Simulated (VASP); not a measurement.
# In2Sb (P6_3/mmc) in VASP: notebook, part 2 of 2

VASP 6.6.1. Earlier steps stand in the parts before.

**3. Relaxation of cell and atoms, PBEsol**

This run uses another cell than the first one, of 28.08 Å³/atom, 1.072 times its volume.

Contents of INCAR:

```
SYSTEM = In2Sb
PREC = Accurate
ENCUT = 600
EDIFF = 1E-6
ISMEAR = -1
SIGMA = 0.02
LREAL = .False.
LASPH = .True.
NELM = 100
ALGO = Fast
ISIF = 3
LWAVE = .False.
LCHARG = .False.
GGA = PS
IBRION = 2
NSW = 80
EDIFFG = -0.02
```

Contents of KPOINTS:

```
Automatic mesh
0
Gamma
  5 5 3
  0 0 0
```

Contents of POSCAR:

```
In2Sb
1.0
    5.3799000000      0.0000000000      0.0000000000
   -2.6899500000      4.6591300000      0.0000000000
    0.0000000000      0.0000000000      6.7225500000
In Sb
4 2
Direct
    0.6666666667      0.3333333333      0.2500000000
    0.3333333333      0.6666666667      0.7500000000
    0.0000000000      0.0000000000      0.5000000000
    0.0000000000      0.0000000000      0.0000000000
    0.6666666667      0.3333333333      0.7500000000
    0.3333333333      0.6666666667      0.2500000000
```

Potentials or basis: VASP PAW PBE potentials, release 64 (In_d, Sb).

Command:

```bash
$ cat potpaw_PBE.64/In_d/POTCAR potpaw_PBE.64/Sb/POTCAR > POTCAR
$ mpirun -np 1 vasp_std > vasp.out
```

OUTCAR:

```text
SYSTEM = In2Sb
   PREC = Accurate
   ENCUT = 600
   EDIFF = 1E-6
   ISMEAR = -1
   LREAL = .False.
   LASPH = .True.
   NELM = 100
   ISIF = 3
   GGA = PS
   IBRION = 2
   NSW = 80
   EDIFFG = -0.02

 ion  position               nearest neighbor table
   1  0.667  0.333  0.250-   6 3.11   6 3.11   6 3.11   5 3.36   5 3.36   3 3.53   4 3.53   3 3.53
                             4 3.53   3 3.53   4 3.53
   2  0.333  0.667  0.750-   5 3.11   5 3.11   5 3.11   6 3.36   6 3.36   4 3.53   3 3.53   3 3.53
                             4 3.53   4 3.53   3 3.53
   3  0.000  0.000  0.500-   4 3.36   4 3.36   2 3.53   6 3.53   1 3.53   5 3.53   6 3.53   2 3.53
                             1 3.53   5 3.53   1 3.53   5 3.53   2 3.53   6 3.53
   4  0.000  0.000  0.000-   3 3.36   3 3.36   2 3.53   6 3.53   1 3.53   5 3.53   6 3.53   2 3.53
                             1 3.53   5 3.53   1 3.53   5 3.53   2 3.53   6 3.53
   5  0.667  0.333  0.750-   2 3.11   2 3.11   2 3.11   1 3.36   1 3.36   3 3.53   4 3.53   3 3.53
                             4 3.53   3 3.53   4 3.53
   6  0.333  0.667  0.250-   1 3.11   1 3.11   1 3.11   2 3.36   2 3.36   4 3.53   3 3.53   3 3.53
                             4 3.53   4 3.53   3 3.53

  LATTYP: Found a hexagonal cell.
 ALAT       =     5.3799000000
 C/A-ratio  =     1.2495678358

  Lattice vectors:

 A1 = (   5.3799000000,   0.0000000000,   0.0000000000)
 A2 = (  -2.6899500000,   4.6591300000,   0.0000000000)
 A3 = (   0.0000000000,   0.0000000000,   6.7225500000)

Analysis of symmetry for initial positions (statically):
=====================================================================
 Subroutine PRICEL returns:
 Original cell was already a primitive cell.

 Routine SETGRP: Setting up the symmetry group for a
 hexagonal supercell.

 Subroutine GETGRP returns: Found 24 space group operations
 (whereof 12 operations were pure point group operations)
 out of a pool of 24 trial point group operations.

The static configuration has the point symmetry D_3d.
 The point group associated with its full space group is D_6h.

Analysis of symmetry for dynamics (positions and initial velocities):
=====================================================================
 Subroutine PRICEL returns:
 Original cell was already a primitive cell.

 Routine SETGRP: Setting up the symmetry group for a
 hexagonal supercell.

 Subroutine GETGRP returns: Found 24 space group operations
 (whereof 12 operations were pure point group operations)
 out of a pool of 24 trial point group operations.

The dynamic configuration has the point symmetry D_3d.
 The point group associated with its full space group is D_6h.

 Subroutine INISYM returns: Found 24 space group operations
 (whereof 12 operations are pure point group operations),
 and found     1 'primitive' translations

----------------------------------------------------------------------------------------

                                     Primitive cell

  volume of cell :     168.5051

  direct lattice vectors                    reciprocal lattice vectors
     5.379900000  0.000000000  0.000000000     0.185877061  0.107316173  0.000000000
    -2.689950000  4.659130000  0.000000000     0.000000000  0.214632346  0.000000000
     0.000000000  0.000000000  6.722550000     0.000000000  0.000000000  0.148753077

  length of vectors
     5.379900000  5.379899940  6.722550000     0.214632343  0.214632346  0.148753077

  position of ions in fractional coordinates (direct lattice)
     0.666666667  0.333333333  0.250000000
     0.333333333  0.666666667  0.750000000
[... 36 lines left out ...]
 ===========================================

 Found     10 irreducible k-points:

 Following reciprocal coordinates:
            Coordinates               Weight
  0.000000  0.000000  0.000000      1.000000
  0.200000  0.000000  0.000000      6.000000
  0.400000  0.000000  0.000000      6.000000
  0.200000  0.200000  0.000000      6.000000
  0.400000  0.200000  0.000000      6.000000
  0.000000  0.000000  0.333333      2.000000
  0.200000  0.000000  0.333333     12.000000
  0.400000  0.000000  0.333333     12.000000
  0.200000  0.200000  0.333333     12.000000
  0.400000  0.200000  0.333333     12.000000
   k-points           NKPTS =     10   k-points in BZ     NKDIM =     10   number of bands    NBANDS=     37
   number of dos      NEDOS =    301   number of ions     NIONS =      6
   total plane-waves  NPLWV = 124416
   dimension x,y,z NGX =    48 NGY =   48 NGZ =   54
   dimension x,y,z NGXF=    96 NGYF=   96 NGZF=  108
   ions per type =               4   2
   NGX,Y,Z   is equivalent  to a cutoff of  14.83, 14.83, 13.35 a.u.
   NGXF,Y,Z  is equivalent  to a cutoff of  29.67, 29.67, 26.71 a.u.
 SYSTEM =  In2Sb
   PREC   = accura    normal or accurate (medium, high low for compatibility)
   ISTART =      0    job   : 0-new  1-cont  2-samecut
   ICHARG =      2    charge: 1-file 2-atom 10-const
   ISPIN  =      1    spin polarized calculation?
   LNONCOLLINEAR =      F non collinear calculations
   LSORBIT =      F    spin-orbit coupling
   LASPH  =      T    aspherical Exc in radial PAW
   ENCUT  =  600.0 eV  44.10 Ry    6.64 a.u.  10.74 10.74 13.43*2*pi/ulx,y,z
   NELM   =    100;   NELMIN=  2; NELMDL= -5     # of ELM steps
   EDIFF  = 0.1E-05   stopping-criterion for ELM
   LREAL  =      F    real-space projection
   EDIFFG = -.2E-01   stopping-criterion for IOM
   NSW    =     80    number of steps for IOM
   IBRION =      2    ionic relax: 0-MD 1-quasi-New 2-CG
   NFREE  =      1    steps in history (QN), initial steepest desc. (CG)
   ISIF   =      3    stress and relaxation
   ISYM   =      2    0-nonsym 1-usesym 2-fastsym
   POTIM  = 0.5000    time-step for ionic-motion
   TEBEG  =    0.0;   TEEND  =   0.0 temperature during run
   PSTRESS=    0.0 pullay stress
   NELECT =      62.0000    total number of electrons
   NUPDOWN=      -1.0000    fix difference up-down
   EMIN   =  10.00;   EMAX   =-10.00  energy-range for DOS
   EFERMI =   0.00;   METHOD = LEGACY
   ISMEAR =    -1;   SIGMA  =   0.02  broadening in eV -4-tet -1-fermi 0-gaus
   EFERMI_NEDOS =   21; number of points for ismear=-14 and -15
   IALGO  =     68    algorithm
   IMIX   =      4    mixing-type and parameters
     AMIX     =   0.40;   BMIX     =  1.00
     AMIX_MAG =   1.60;   BMIX_MAG =  1.00
  volume/ion in A,a.u.               =      28.08       189.52
  Fermi-wavevector in a.u.,A,eV,Ry     =   1.173098  2.216834 18.723785  1.376159
  Thomas-Fermi vector in A             =   2.309517
   LORBIT       =      0    0 simple, 1 ext, 2 COOP (PROOUT), +10 PAW based schemes
   GGA     = PS    functional components
   LHFCALC =     F    Hartree Fock is set to
   AEXX    =    0.0000 exact exchange contribution
   IVDW    =     0    specifies the selected vdW correction
   LEPSILON=     F    determine dielectric tensor
   LRPA    =     F    only Hartree local field effects (RPA)
 conjugate gradient relaxation of ions
 non-spin polarized calculation
 RMM-DIIS sequential band-by-band and
  energy-cutoff  :      600.00
  volume of cell :      168.51
 maximum number of plane-waves:      5649
 NGX is ok and might be reduce to    48
   NGX = 21   NGY = 21   NGZ = 27

--------------------------------------- Ionic step        1  -------------------------------------------

 number of electron      62.0000034 magnetization

 Free energy of the ion-electron system (eV)
  ---------------------------------------------------
  ext. energy  EPLUGINS =         0.00000000
  ---------------------------------------------------
  free energy    TOTEN  =       -21.12324121 eV

  energy without entropy =      -21.11881238  energy(sigma->0) =      -21.12102679

------------------------ aborting loop because EDIFF is reached ----------------------------------------

  FORCE on cell =-STRESS in cart. coord.  units (eV):
  Direction    XX          YY          ZZ          XY          YZ          ZX
  --------------------------------------------------------------------------------------
  -------------------------------------------------------------------------------------
  Total       -2.4270543     -2.4270543     -3.4547937      0.0000000      0.0000000      0.0000000
  in kB      -23.0768757    -23.0768750    -32.8488095      0.0000000      0.0000000      0.0000000
  external PRESSURE =     -26.3341867 kB  Pullay stress =       0.0000000 kB
[... 227 lines left out ...]
--------------------------------------- Ionic step        7  -------------------------------------------

 number of electron      62.0000009 magnetization

 Free energy of the ion-electron system (eV)
  ---------------------------------------------------
  ext. energy  EPLUGINS =         0.00000000
  ---------------------------------------------------
  free energy    TOTEN  =       -21.24529951 eV

  energy without entropy =      -21.24012877  energy(sigma->0) =      -21.24271414

 E-fermi :   7.9245     XC(G=0): -10.3853

 val. band max:        7.9125885669   @ k =   0.2000   0.0000   0.0000
 cond. band min:       7.9403179024   @ k =   0.2000   0.0000   0.0000
 fundamental gap:      0.0277293355
 Fermi energy:         7.9245282056

 k-point     1 :       0.0000    0.0000    0.0000
  band No.  band energies     occupation
      1      -7.0329      2.00000
      2      -6.9720      2.00000
      3      -6.9720      2.00000
      4      -6.8923      2.00000
      5      -6.8923      2.00000
      6      -6.8140      2.00000
[... 422 lines left out ...]
  FREE ENERGIE OF THE ION-ELECTRON SYSTEM (eV)
  ---------------------------------------------------
  free  energy   TOTEN  =       -21.2452995093 eV

  energy  without entropy=      -21.2401287675  energy(sigma->0) =      -21.24271414

 reached required accuracy - stopping structural energy minimisation
```

Run time: 5.7 min. Hardware: 1 thread of AMD EPYC 9R45 (Zen 5), shared host; peak memory 0.35 GiB.

Results:

```
Free energy                            : -21.2453 eV
Relaxed volume                         : 26.28 Å³/atom
Relaxed cell                           : a = 5.328 Å, b = 5.328 Å, c = 6.413 Å, α = 90.00°, β = 90.00°, γ = 120.00°
Space group after relaxing (to 0.05 Å) : P6_3/mmc (No. 194)
Energy gained by relaxing              : 20.3 meV/atom
Ionic steps                            : 7
Pressure after relaxing                : -0.1 GPa
Band gap on the k mesh                 : none (metal or under the smearing width)
```

Stress tensor (GPa, compression positive):
```
-0.08  0.00  0.00
 0.00 -0.08  0.00
 0.00  0.00  0.00
```

The path:
```tsv
step	energy change (eV)	largest force (eV/Å)	pressure (GPa)	volume (Å³)
1	0.0000	0.0000	-2.63	168.51
2	-0.0972	0.0000	0.08	157.49
3	-0.0973	0.0000	0.21	157.05
4	-0.1186	0.0000	0.41	156.11
5	-0.1198	0.0000	0.46	155.91
6	-0.1200	0.0000	0.48	155.82
7	-0.1221	0.0000	-0.05	157.69
```

Final structure:
```yaml
crystal:
  lattice:
    - [5.32847, 0.00000, 0.00000]
    - [-2.66423, 4.61459, 0.00000]
    - [0.00000, 0.00000, 6.41307]
  atoms:
    - { symbol: In, position: [0.66667, 0.33333, 0.25000] }
    - { symbol: In, position: [0.33333, 0.66667, 0.75000] }
    - { symbol: In, position: [0.00000, 0.00000, 0.50000] }
    - { symbol: In, position: [0.00000, 0.00000, 0.00000] }
    - { symbol: Sb, position: [0.66667, 0.33333, 0.75000] }
    - { symbol: Sb, position: [0.33333, 0.66667, 0.25000] }
```

Caveat: the PAW data sets were made with another functional, which shifts forces and pressure a little. The run has no spin-orbit coupling, so splittings on Sb are missing.
